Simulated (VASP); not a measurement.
Wanted: the native input for a VASP 6.6.1 run.

```yaml
Task: band structure
Functional: PBEsol
Potentials_or_basis: VASP PAW PBE potentials, release 64 (Zn, Se)
Cutoff: 520 eV
k_mesh: 8 × 8 × 8
Occupations: gaussian, width 0.03 eV
Spin: no spin polarisation
Further_INCAR_settings: ALGO = Normal; EDIFF = 1e-07; NBANDS = 16
```

The structure of ZnSe lies in POSCAR:

```
ZnSe                                    
1.0
    0.0000000000      2.8206646092      2.8206646092
    2.8206646092      0.0000000000      2.8206646092
    2.8206646092      2.8206646092      0.0000000000
  Zn              Se            
     1     1
Direct
     0.0000000000000000    0.0000000000000000    0.0000000000000000
     0.2500000000000000    0.2500000000000000    0.2500000000000000
```

One way to write it, as run:

INCAR

```
SYSTEM = ZnSe
ALGO     = Normal         ! electronic algorithm
EDIFF    = 1E-7           ! SCF threshold, eV
ENCUT    = 520            ! plane-wave cutoff, eV
GGA      = PS             ! functional
ICORELEVEL= 1            
ISIF     = 2              ! what is computed and relaxed
ISMEAR   = 0              ! smearing method
LASPH    = .True.         ! aspherical terms in the spheres
LCHARG   = .False.        ! write CHGCAR
LREAL    = .False.        ! projectors in reciprocal space
LWAVE    = .False.        ! write WAVECAR
NBANDS   = 16             ! bands
NELM     = 80             ! most SCF steps
PREC     = Accurate       ! precision mode
SIGMA    = 0.03           ! smearing width, eV
```

KPOINTS

```
k-points
0
Gamma
  8 8 8
  0 0 0
```

KPOINTS_OPT

```
explicit points
109
Reciprocal
 0.0000000000  0.0000000000  0.0000000000 1
 0.0555555556  0.0000000000  0.0555555556 1
 0.1111111111  0.0000000000  0.1111111111 1
 0.1666666667  0.0000000000  0.1666666667 1
 0.2222222222  0.0000000000  0.2222222222 1
 0.2777777778  0.0000000000  0.2777777778 1
 0.3333333333  0.0000000000  0.3333333333 1
 0.3888888889  0.0000000000  0.3888888889 1
 0.4444444444  0.0000000000  0.4444444444 1
 0.5000000000  0.0000000000  0.5000000000 1
 0.5000000000  0.0000000000  0.5000000000 1
 0.5000000000  0.0277777778  0.5277777778 1
 0.5000000000  0.0555555556  0.5555555556 1
 0.5000000000  0.0833333333  0.5833333333 1
 0.5000000000  0.1111111111  0.6111111111 1
 0.5000000000  0.1388888889  0.6388888889 1
 0.5000000000  0.1666666667  0.6666666667 1
 0.5000000000  0.1944444444  0.6944444444 1
 0.5000000000  0.2222222222  0.7222222222 1
 0.5000000000  0.2500000000  0.7500000000 1
 0.5000000000  0.2500000000  0.7500000000 1
 0.4861111111  0.2638888889  0.7500000000 1
 0.4722222222  0.2777777778  0.7500000000 1
 0.4583333333  0.2916666667  0.7500000000 1
 0.4444444444  0.3055555556  0.7500000000 1
 0.4305555556  0.3194444444  0.7500000000 1
 0.4166666667  0.3333333333  0.7500000000 1
 0.4027777778  0.3472222222  0.7500000000 1
 0.3888888889  0.3611111111  0.7500000000 1
 0.3750000000  0.3750000000  0.7500000000 1
 0.3750000000  0.3750000000  0.7500000000 1
 0.3333333333  0.3333333333  0.6666666667 1
 0.2916666667  0.2916666667  0.5833333333 1
 0.2500000000  0.2500000000  0.5000000000 1
 0.2083333333  0.2083333333  0.4166666667 1
 0.1666666667  0.1666666667  0.3333333333 1
 0.1250000000  0.1250000000  0.2500000000 1
 0.0833333333  0.0833333333  0.1666666667 1
 0.0416666667  0.0416666667  0.0833333333 1
 0.0000000000  0.0000000000  0.0000000000 1
 0.0000000000  0.0000000000  0.0000000000 1
 0.0555555556  0.0555555556  0.0555555556 1
 0.1111111111  0.1111111111  0.1111111111 1
 0.1666666667  0.1666666667  0.1666666667 1
 0.2222222222  0.2222222222  0.2222222222 1
 0.2777777778  0.2777777778  0.2777777778 1
 0.3333333333  0.3333333333  0.3333333333 1
 0.3888888889  0.3888888889  0.3888888889 1
 0.4444444444  0.4444444444  0.4444444444 1
 0.5000000000  0.5000000000  0.5000000000 1
 0.5000000000  0.5000000000  0.5000000000 1
 0.5138888889  0.4722222222  0.5138888889 1
 0.5277777778  0.4444444444  0.5277777778 1
 0.5416666667  0.4166666667  0.5416666667 1
 0.5555555556  0.3888888889  0.5555555556 1
 0.5694444444  0.3611111111  0.5694444444 1
 0.5833333333  0.3333333333  0.5833333333 1
 0.5972222222  0.3055555556  0.5972222222 1
 0.6111111111  0.2777777778  0.6111111111 1
 0.6250000000  0.2500000000  0.6250000000 1
 0.6250000000  0.2500000000  0.6250000000 1
 0.6111111111  0.2500000000  0.6388888889 1
 0.5972222222  0.2500000000  0.6527777778 1
 0.5833333333  0.2500000000  0.6666666667 1
 0.5694444444  0.2500000000  0.6805555556 1
 0.5555555556  0.2500000000  0.6944444444 1
 0.5416666667  0.2500000000  0.7083333333 1
 0.5277777778  0.2500000000  0.7222222222 1
 0.5138888889  0.2500000000  0.7361111111 1
 0.5000000000  0.2500000000  0.7500000000 1
 0.5000000000  0.2500000000  0.7500000000 1
 0.5000000000  0.2777777778  0.7222222222 1
 0.5000000000  0.3055555556  0.6944444444 1
 0.5000000000  0.3333333333  0.6666666667 1
 0.5000000000  0.3611111111  0.6388888889 1
 0.5000000000  0.3888888889  0.6111111111 1
 0.5000000000  0.4166666667  0.5833333333 1
 0.5000000000  0.4444444444  0.5555555556 1
 0.5000000000  0.4722222222  0.5277777778 1
 0.5000000000  0.5000000000  0.5000000000 1
 0.5000000000  0.5000000000  0.5000000000 1
 0.4861111111  0.4861111111  0.5277777778 1
 0.4722222222  0.4722222222  0.5555555556 1
 0.4583333333  0.4583333333  0.5833333333 1
 0.4444444444  0.4444444444  0.6111111111 1
 0.4305555556  0.4305555556  0.6388888889 1
 0.4166666667  0.4166666667  0.6666666667 1
 0.4027777778  0.4027777778  0.6944444444 1
 0.3888888889  0.3888888889  0.7222222222 1
 0.3750000000  0.3750000000  0.7500000000 1
 0.6250000000  0.2500000000  0.6250000000 1
 0.6111111111  0.2222222222  0.6111111111 1
 0.5972222222  0.1944444444  0.5972222222 1
 0.5833333333  0.1666666667  0.5833333333 1
 0.5694444444  0.1388888889  0.5694444444 1
 0.5555555556  0.1111111111  0.5555555556 1
 0.5416666667  0.0833333333  0.5416666667 1
 0.5277777778  0.0555555556  0.5277777778 1
 0.5138888889  0.0277777778  0.5138888889 1
 0.5000000000  0.0000000000  0.5000000000 1
 0.0000000000  0.0000000000  0.0000000000 1
 0.3750000000  0.3750000000  0.7500000000 1
 0.5000000000  0.5000000000  0.5000000000 1
 0.6250000000  0.2500000000  0.6250000000 1
 0.5000000000  0.2500000000  0.7500000000 1
 0.5000000000  0.0000000000  0.5000000000 1
 0.4000000000  0.0000000000  0.4000000000 1
 0.4250000000  0.0000000000  0.4250000000 1
 0.4500000000  0.0000000000  0.4500000000 1
```

Potentials or basis: VASP PAW PBE potentials, release 64 (Zn, Se).

Command:

```console
$ cat potpaw_PBE.64/Zn/POTCAR potpaw_PBE.64/Se/POTCAR > POTCAR
$ mpirun -np 1 vasp_std > vasp.out
```

It gave:

```
Pressure                : 0.0 GPa
Band gap on the k mesh  : 1.23 eV, direct
Band gap along the path : 1.23 eV, direct
```

Caveat: the PAW data sets were made with another functional, which shifts forces and pressure a little.

Wall time 47 s on 1 thread of AMD EPYC 7R13 Processor (Zen 3), on a shared host, peak memory 0.16 GiB.
